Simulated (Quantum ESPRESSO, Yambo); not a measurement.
# Excitons of AlN (F-43m) on ever denser meshes, part 4 of 4

Aim: follow the lowest exciton of AlN (F-43m) as the mesh is refined.

Quantum ESPRESSO 7.5 and Yambo 5.3.0; PBE and many-body steps on it, plane waves. Known limits of the many-body steps: not at the basis limit; coarse k mesh; bindings not settled in the k mesh.

So far. Step 17 (Empty states on the mesh, 10×10×10 mesh, 12 bands): On this mesh the gap is 3.325 eV. Step 19 (k mesh (10×10×10)): The lowest state lies at 5.205 eV, 0.314 eV under the direct gap.

## (20) Triplet (no exchange term)

Level of this step: Bethe-Salpeter equation on PBE with a scissors shift, plane waves, norm-conserving pseudopotentials (Yambo).

The input, bse13.in:

```
optics
bss
bse
em1s
dipoles
rim_cut
RandQpts= 1000000
RandGvec= 1 RL
Chimod= "HARTREE"
BSKmod= "SEX"
BSEmod= "resonant"
BSSmod= "d"
BSENGexx= 1 RL
BSENGBlk= 4 Ry
% BSEQptR
 1 | 1 |
%
% BSEBands
 2 | 5 |
%
% BEnRange
 0 | 8 | eV
%
% BDmRange
 0.1 | 0.1 | eV
%
BEnSteps= 161
% BLongDir
 1 | 0 | 0 |
%
% BndsRnXs
 1 | 12 |
%
NGsBlkXs= 4 Ry
% LongDrXs
 1 | 1 | 1 |
%
% KfnQP_E
 1.327 | 1.0 | 1.0 |
%
WRbsWF
FFTGvecs= 32 Ry
```

On the command line:

```sh
OMP_NUM_THREADS=1 mpirun -n 8 yambo -F bse13.in -J bse13,bse12_W -C bse13 > bse13.log
```

The program printed:

```text
 Yambo, version 5.3.0

 [02] CORE Variables Setup
 =========================

  [... cell, symmetries and grids as in the set-up ...]

  [02.05] Energies & Occupations
  ==============================

  [X] === General ===
  [X] Electronic Temperature                        :  0.000000  0.000000 [eV K]
  [X] Bosonic    Temperature                        :  0.000000  0.000000 [eV K]
  [X] Finite Temperature mode                       : no
  [X] El. density                                   :  0.38398E+24 [cm-3]
[...]
=========================================

  [WARNING] [r,Vnl^pseudo] included in position and velocity dipoles.

  [WARNING] In case H contains other non local terms, these are neglected

 [07] Static Dielectric Matrix
 =============================

    [08.01.05.02] Main kernel loop
    ==============================

    [08.01.05.03] Wave-Function Phases
    ==================================

    [BSE] WF phases found       :  61.83511 [o/o]

   [08.01.06] BSE solver(s) @q1
   ============================

   [SLK-Digonalization]  Pools        :  2
   [SLK-Digonalization]  BLACS grid   :  2  2

   [08.01.07] Diago Solver @q1
   ===========================

 [11] Game Over & Game summary
```

It took 82 s on 8 MPI ranks of Arm Neoverse V2, shared host; peak memory 4.7 GiB.

The lowest triplet lies at 5.193 eV; without spin-orbit coupling triplets are dark, so no spectrum is read.

## (21) Empty states on the mesh, 12×12×12 mesh, 12 bands

This step: Quantum ESPRESSO 7.5; DFT, PBE, plane waves, norm-conserving pseudopotentials.

The input, pw.in:

```
&control
  calculation = 'nscf'
  prefix = 'x'
  outdir = 'o'
  pseudo_dir = 'pseudo'
/
&system
  ibrav = 0
  nat = 2
  ntyp = 2
  ecutwfc = 72.0
  nbnd = 12
  force_symmorphic = .true.
/
&electrons
  conv_thr = 1e-9
  electron_maxstep = 80
  diago_full_acc = .true.
  diago_thr_init = 5e-6
/
ATOMIC_SPECIES
  Al 26.982 Al.upf
  N 14.007 N.upf
CELL_PARAMETERS angstrom
  -0.0000000000 2.1839935596 2.1839935596
  2.1839935596 -0.0000000000 2.1839935596
  2.1839935596 2.1839935596 -0.0000000000
ATOMIC_POSITIONS crystal
  Al 0.0000000000 0.0000000000 0.0000000000
  N 0.7500000000 0.7500000000 0.7500000000
K_POINTS automatic
  12 12 12 0 0 0
```

On the command line:

```sh
OMP_NUM_THREADS=1 mpirun -n 8 pw.x -nk 4 -in pw.in > pw.out
```

The program printed:

```text
[banner, memory and clock lines left out]
Program PWSCF v.7.5 starts

     Atomic positions and unit cell read from directory:
     o/x.save/

     Message from routine setup:
     using ibrav=0 with symmetry is DISCOURAGED, use correct ibrav instead

     bravais-lattice index     =            0
     lattice parameter (alat)  =       5.8367  a.u.
     unit-cell volume          =     140.5985 (a.u.)^3
     number of atoms/cell      =            2
     number of atomic types    =            2
     number of electrons       =         8.00
[...]
-8.0106   6.9565   6.9565   6.9565  11.1486  19.5460  19.5460  19.5460
    24.7019  24.7019  26.0437  26.0437

          k = 0.0589 0.0589-0.0589 (  1441 PWs)   bands (ev):

    -7.9085   6.3683   6.9203   6.9203  11.6328  19.2640  19.6454  19.6454
    23.6571  23.6571  25.4351  27.4837

          k = 0.1179 0.1179-0.1179 (  1432 PWs)   bands (ev):

    -7.6130   5.1062   6.8245   6.8245  12.5676  18.6233  19.7060  19.7060
    22.8851  22.8851  24.6199  29.5880

          k = 0.1768 0.1768-0.1768 (  1447 PWs)   bands (ev):

     [... further k-points ...]

     highest occupied, lowest unoccupied level (ev):     6.9565   10.2814

     XML data file, pseudopotentials, collected wavefunctions
```

It took 1.5 s on 8 MPI ranks; peak memory 0.05 GiB.

Numbers from this step:

```yaml
gap: 3.325 eV
k_of_the_valence_top: 0, 0, 0
k_of_the_conduction_bottom: 0, -0.5, -0.5
least_direct_gap: 4.192 eV
k_points_computed: 72
lowest_point_of_the_top_converged_band_above_the_valence_top: 19.09 eV
```

On this mesh the gap is 3.325 eV.

## (22) Conversion and set-up

This step: Yambo 5.3.0; conversion and set-up on PBE, plane waves, norm-conserving pseudopotentials.

On the command line:

```sh
(cd o/x.save; p2y > p2y.log; mv SAVE ../..); yambo > setup.log
```

The program printed:

```text
 Yambo, version 5.3.0

 [02] CORE Variables Setup
 =========================

  [02.01] Unit cells
  ==================

  Cell kind             :  FCC
  Atoms in the cell     :  Al  N
  number of Al atoms    :  1
  number of N  atoms    :  1

  List of atomic masses
  Mass of Al    :  26.98200
  Mass of N     :  14.00700

  List of atomic coordinates    : [cc]
  Al1       :  0.000000  0.000000  0.000000  order 1
  N1       :  6.190725  6.190725  6.190725  order 2

  Alat factors          :  4.127150  4.127150  4.127150 [a.u.]
  Direct lattice volume :  140.5985 [a.u.]
[...]
Q [ 2]         [rlu]: -0.31473E-18 -0.31473E-18  0.83333E-01
 Q [ 3]         [rlu]:  0.37242E-17  0.37242E-17  0.16667
[...]
Q [ 8]         [rlu]:  0.57119E-18  0.83333E-01  0.83333E-01
 Q [ 9]         [rlu]: -0.31473E-18  0.83333E-01  0.16667
 Q [10]         [rlu]:  0.37242E-17  0.83333E-01  0.25000
     [... 38 further rows ...]
 Q [49]         [rlu]:  0.083333  0.250000  0.333333
 Q [50]         [rlu]:  0.083333  0.250000  0.416667

 Remaining 22 points informations can be written running with -fatlog

  [03.01] X indexes
  =================

   [03.01.01] Sigma indexes
   ========================

 [06] Game Over & Game summary
```

The job ended after 2.8 s (1 MPI rank; peak memory 0.25 GiB).

## (23) k mesh (12×12×12)

This step: Bethe-Salpeter equation on PBE with a scissors shift, plane waves, norm-conserving pseudopotentials.

bse15.in, as its differences from bse13.in of step 20:

```diff
@@ -12,3 +12,3 @@
 BSSmod= "d"
-BSENGexx= 1 RL
+BSENGexx= 20 Ry
 BSENGBlk= 4 Ry
```

On the command line:

```sh
OMP_NUM_THREADS=1 mpirun -n 8 yambo -F bse15.in -J bse15 -C bse15 > bse15.log
```

The program printed:

```text
 Yambo, version 5.3.0

 [02] CORE Variables Setup
 =========================

  [... cell, symmetries and grids as in the set-up ...]

  [02.05] Energies & Occupations
  ==============================

  [X] === General ===
  [X] Electronic Temperature                        :  0.000000  0.000000 [eV K]
  [X] Bosonic    Temperature                        :  0.000000  0.000000 [eV K]
  [X] Finite Temperature mode                       : no
  [X] El. density                                   :  0.38398E+24 [cm-3]
[...]
==========================================================

   [BSE] Exchange components :  229
   [BSE] Correlation components :   27  229

    [08.01.05.01] Screened interaction header I/O
    =============================================

    [08.01.05.02] Main kernel loop
    ==============================

    [08.01.05.03] Wave-Function Phases
    ==================================

    [BSE] WF phases found       :  66.29051 [o/o]

   [08.01.06] BSE solver(s) @q1
   ============================

   [SLK-Digonalization]  Pools        :  2
   [SLK-Digonalization]  BLACS grid   :  2  2

   [08.01.07] Diago Solver @q1
   ===========================

 [11] Game Over & Game summary
```

The job ended after 7.5 min (8 MPI ranks; peak memory 10 GiB; 55 min of CPU time).

Numbers from this step:

* transitions in the window: 5184
* direct gap of the transition levels: 5.519 eV
* lowest state: 5.252 eV
* first strong exciton (over a fiftieth of the strongest listed): 5.252 eV
* binding of the lowest state below the direct gap: 0.2676 eV
* Coulomb term of one mesh cell: 0.2864 eV

The binding is 0.93 times the screened Coulomb term of one mesh cell (0.29 eV), so it is not shown settled.

The lowest state lies at 5.252 eV, 0.268 eV under the direct gap.

The ε₂ has structure finer than the step of the table below, so its rows give means over 0.25 eV, whole bins alone (the curve runs from 0 to 8 eV). Peaks (eV: height): BSE 5.700: 5.74, 6.350: 10.5, 6.800: 9.08, 7.200: 7.08, 7.600: 8.72; no electron-hole interaction 6.750: 3.24, 7.550: 5.64.

Field along x; broadening 0.1 eV; transition window only. Limits: finite bands, cutoff and mesh; exciton not shown settled in the k mesh. ε₂ against photon energy; means over each step:

```tsv
photon energy (eV)	BSE	no electron-hole interaction
0.25	0.0169	0.0117
0.50	0.0183	0.0125
0.75	0.0198	0.0134
1.00	0.0215	0.0143
1.25	0.0235	0.0154
1.50	0.0258	0.0166
1.75	0.0285	0.0179
2.00	0.0316	0.0194
2.25	0.0352	0.0212
2.50	0.0396	0.0232
2.75	0.0449	0.0254
3.00	0.0514	0.0281
3.25	0.0596	0.0313
3.50	0.0700	0.0351
3.75	0.0839	0.0397
4.00	0.103	0.0454
4.25	0.131	0.0527
4.50	0.176	0.0624
4.75	0.263	0.0763
5.00	0.545	0.0987
5.25	1.54	0.154
5.50	2.21	0.348
5.75	4.31	0.376
6.00	5.26	1.09
6.25	8.79	1.22
6.50	7.41	1.63
6.75	8.23	2.78
7.00	7.03	3.06
7.25	6.25	4.38
7.50	7.32	4.88
7.75	5.78	4.25
```

## (24) Triplet (no exchange term)

bse16.in, as its differences from bse15.in of step 23:

```diff
@@ -12,3 +12,3 @@
 BSSmod= "d"
-BSENGexx= 20 Ry
+BSENGexx= 1 RL
 BSENGBlk= 4 Ry
```

On the command line:

```sh
OMP_NUM_THREADS=1 mpirun -n 8 yambo -F bse16.in -J bse16,bse15_W -C bse16 > bse16.log
```

The program printed:

```text
 Yambo, version 5.3.0

 [02] CORE Variables Setup
 =========================

  [... cell, symmetries and grids as in the set-up ...]

  [02.05] Energies & Occupations
  ==============================

  [X] === General ===
  [X] Electronic Temperature                        :  0.000000  0.000000 [eV K]
  [X] Bosonic    Temperature                        :  0.000000  0.000000 [eV K]
  [X] Finite Temperature mode                       : no
  [X] El. density                                   :  0.38398E+24 [cm-3]
[...]
=========================================

  [WARNING] [r,Vnl^pseudo] included in position and velocity dipoles.

  [WARNING] In case H contains other non local terms, these are neglected

 [07] Static Dielectric Matrix
 =============================

    [08.01.05.02] Main kernel loop
    ==============================

    [08.01.05.03] Wave-Function Phases
    ==================================

    [BSE] WF phases found       :  66.29051 [o/o]

   [08.01.06] BSE solver(s) @q1
   ============================

   [SLK-Digonalization]  Pools        :  2
   [SLK-Digonalization]  BLACS grid   :  2  2

   [08.01.07] Diago Solver @q1
   ===========================

 [11] Game Over & Game summary
```

The job ended after 6.7 min (8 MPI ranks; peak memory 9.9 GiB).

The lowest triplet lies at 5.241 eV; without spin-orbit coupling triplets are dark, so no spectrum is read.

## (25) Spectrum in a wider window

The input, bse17.in:

```
optics
bss
bse
em1s
dipoles
rim_cut
RandQpts= 1000000
RandGvec= 1 RL
Chimod= "HARTREE"
BSKmod= "SEX"
BSEmod= "resonant"
BSSmod= "h"
BSENGexx= 20 Ry
BSENGBlk= 4 Ry
% BSEQptR
 1 | 1 |
%
% BSEBands
 2 | 8 |
%
% BEnRange
 0 | 11 | eV
%
% BDmRange
 0.1 | 0.1 | eV
%
BEnSteps= 111
% BLongDir
 1 | 0 | 0 |
%
% BndsRnXs
 1 | 12 |
%
NGsBlkXs= 4 Ry
% LongDrXs
 1 | 1 | 1 |
%
% KfnQP_E
 1.327 | 1.0 | 1.0 |
%
BSHayTrs= -0.02
FFTGvecs= 32 Ry
```

On the command line:

```sh
OMP_NUM_THREADS=1 mpirun -n 8 yambo -F bse17.in -J bse17,bse15_W -C bse17 > bse17.log
```

The program printed:

```text
 Yambo, version 5.3.0

 [02] CORE Variables Setup
 =========================

  [... cell, symmetries and grids as in the set-up ...]

  [02.05] Energies & Occupations
  ==============================

  [X] === General ===
  [X] Electronic Temperature                        :  0.000000  0.000000 [eV K]
  [X] Bosonic    Temperature                        :  0.000000  0.000000 [eV K]
  [X] Finite Temperature mode                       : no
  [X] El. density                                   :  0.38398E+24 [cm-3]
[...]
============================

   [08.01.07] Haydock Solver in the optics basis @q1 using the hermitian scheme
   ============================================================================

   Accuracy (requested)      : -0.020000 [o/o]

   [WARNING] [EPS_extend] Possible inaccuracy in the EPS prolungation

   [WARNING] [EPS_extend] Possible inaccuracy in the EPS prolungation

   [WARNING] [EPS_extend] Possible inaccuracy in the EPS prolungation

[...]
[WARNING] [EPS_extend] Possible inaccuracy in the EPS prolungation

   [WARNING] [EPS_extend] Possible inaccuracy in the EPS prolungation
   Iterations                :  174

 [11] Game Over & Game summary
```

Elapsed: 3.3 min, on 8 MPI ranks; peak memory 6.2 GiB.

Numbers from this step:

* transitions in the window: 20736
* direct gap of the transition levels: 5.519 eV

The ε₂ has structure finer than the step of the table below, so its rows give means over 0.25 eV, whole bins alone (the curve runs from 0 to 11 eV). Peaks (eV: height): BSE 5.700: 7.16, 6.300: 12.1, 6.800: 11.0, 7.200: 9.14, 7.600: 10.7, 8.400: 7.72, 10.300: 7.52; no electron-hole interaction 7.500: 5.31, 8.300: 8.10, 9.300: 8.24, 10.900: 5.18.

Field along x; broadening 0.1 eV; transition window only. Limits: finite bands, cutoff and mesh; exciton not shown settled in the k mesh. Table of ε₂ by photon energy; means over each step:

```tsv
photon energy (eV)	BSE	no electron-hole interaction
0.25	0.0254	0.0164
0.50	0.0273	0.0174
0.75	0.0294	0.0185
1.00	0.0318	0.0196
1.25	0.0346	0.0209
1.50	0.0377	0.0223
1.75	0.0413	0.0239
2.00	0.0454	0.0257
2.25	0.0503	0.0278
2.50	0.0561	0.0301
2.75	0.0631	0.0327
3.00	0.0717	0.0358
3.25	0.0823	0.0393
3.50	0.0959	0.0436
3.75	0.114	0.0486
4.00	0.138	0.0549
4.25	0.174	0.0628
4.50	0.231	0.0732
4.75	0.342	0.0877
5.00	0.727	0.111
5.25	1.84	0.171
5.50	2.96	0.355
5.75	5.28	0.409
6.00	6.66	1.08
6.25	10.8	1.26
6.50	9.29	1.69
6.75	10.0	2.73
7.00	8.66	3.12
7.25	8.01	4.37
7.50	9.21	4.85
7.75	7.12	4.42
8.00	6.39	5.98
8.25	6.87	7.61
8.50	6.76	7.20
8.75	5.53	7.04
9.00	4.44	7.67
9.25	3.28	7.82
9.50	2.39	7.22
9.75	1.97	4.94
10.00	2.64	3.93
10.25	5.73	2.68
10.50	4.70	4.06
10.75	4.71	4.48
```

The program warns that the window of bands cuts a degenerate level, which breaks the symmetry of states and spectrum.

## (26) The runs together

Times are wall times on 8 MPI ranks of Arm Neoverse V2, shared host, good to a factor of about two.

```tsv
run	mesh	transitions	broadening (eV)	direct gap (eV)	lowest state (eV)	binding (eV)	mesh cell's term (eV)	tallest peak (eV)	height	time
excitons	4×4×4	192	0.1	5.519	4.880	0.639	0.752	7.15	38.5	2.6 s
triplet (no exchange term)	4×4×4	192	0.1	5.519	4.817	0.702	0.752	-	-	0.99 s
k mesh (6×6×6)	6×6×6	648	0.1	5.519	5.026	0.493	0.561	6.85	17.9	4 s
triplet (no exchange term)	6×6×6	648	0.1	5.519	5.000	0.519	0.561	-	-	1.9 s
k mesh (8×8×8)	8×8×8	1536	0.1	5.519	5.135	0.384	0.428	6.55	15.5	16 s
triplet (no exchange term)	8×8×8	1536	0.1	5.519	5.119	0.400	0.428	-	-	13 s
k mesh (10×10×10)	10×10×10	3000	0.1	5.519	5.205	0.314	0.344	7.00	13.0	80 s
triplet (no exchange term)	10×10×10	3000	0.1	5.519	5.193	0.326	0.344	-	-	82 s
k mesh (12×12×12)	12×12×12	5184	0.1	5.519	5.252	0.268	0.286	6.35	10.5	7.5 min
triplet (no exchange term)	12×12×12	5184	0.1	5.519	5.241	0.278	0.286	-	-	6.7 min
spectrum in a wider window	12×12×12	20736	0.1	5.519	-	-	-	6.30	12.1	3.3 min
```

## (27) What came out

| Property | Result |
| --- | --- |
| excitons | lowest state 4.880 eV (not settled in the k mesh) |
| triplet (no exchange term) | lowest state 4.817 eV (not settled in the k mesh) |
| k mesh (6×6×6) | lowest state 5.026 eV (not settled in the k mesh) |
| triplet (no exchange term) | lowest state 5.000 eV (not settled in the k mesh) |
| k mesh (8×8×8) | lowest state 5.135 eV (not settled in the k mesh) |
| triplet (no exchange term) | lowest state 5.119 eV (not settled in the k mesh) |
| k mesh (10×10×10) | lowest state 5.205 eV (not settled in the k mesh) |
| triplet (no exchange term) | lowest state 5.193 eV (not settled in the k mesh) |
| k mesh (12×12×12) | lowest state 5.252 eV (not settled in the k mesh) |
| triplet (no exchange term) | lowest state 5.241 eV (not settled in the k mesh) |

What this shows: On the 4×4×4 mesh the lowest exciton lies at 4.880 eV, 0.639 eV below the direct gap; one cell of the mesh carries a screened Coulomb term of 0.75 eV, so this binding is not shown settled. Between the two densest meshes the binding falls by 0.82 of the fall in the mesh cell's term (the screened Coulomb energy of a charge repeated on the supercell that the mesh stands for). The binding is still 0.9 times that term, so the mesh does not resolve the exciton and no limit can be drawn. Triplet (no exchange term), against «excitons (4×4×4)»: the lowest state moves by −0.063 eV (keys changed: BSENGexx). Triplets are dark. k mesh (6×6×6), against «excitons (4×4×4)»: the lowest state moves by +0.147 eV. Triplet (no exchange term), against «k mesh (6×6×6)»: the lowest state moves by −0.026 eV (keys changed: BSENGexx). Triplets are dark. k mesh (8×8×8), against «k mesh (6×6×6)»: the lowest state moves by +0.109 eV. Triplet (no exchange term), against «k mesh (8×8×8)»: the lowest state moves by −0.016 eV (keys changed: BSENGexx). Triplets are dark. k mesh (10×10×10), against «k mesh (8×8×8)»: the lowest state moves by +0.070 eV. Triplet (no exchange term), against «k mesh (10×10×10)»: the lowest state moves by −0.012 eV (keys changed: BSENGexx). Triplets are dark. k mesh (12×12×12), against «k mesh (10×10×10)»: the lowest state moves by +0.047 eV. Triplet (no exchange term), against «k mesh (12×12×12)»: the lowest state moves by −0.010 eV (keys changed: BSENGexx). Triplets are dark. A rigid shift treats all transitions alike. In the G0W0 table the openings from the upper filled bands to the empty bands at the same k run from +1.33 to +1.63 eV (median +1.36), where the shift is +1.33 eV, so peaks stand off by such differences. Lines within a few meV of each other can be one level split by numerical noise, or distinct levels. Screening is static and electronic alone, and only transitions inside the band window count. The 4×4×4 mesh is coarse for this cell, which bears on the long-range parts of exchange and screening.

[Paths, hosts, dates, memory and timing lines, banners, echoed tables and standing remarks are left out of the program output.]

[Logs are printed without paths, hosts, clocks, repeated set-up lines and the standing remarks that a program may print on its own settings, such as how far it seeks lower states.]

[Runs of the session that timed out or met a known fault of the program may be left out.]

[Hosts, paths, dates, database ids (printed as entryN), source tags and the programs' standing remarks are cut or masked in the printed files.]
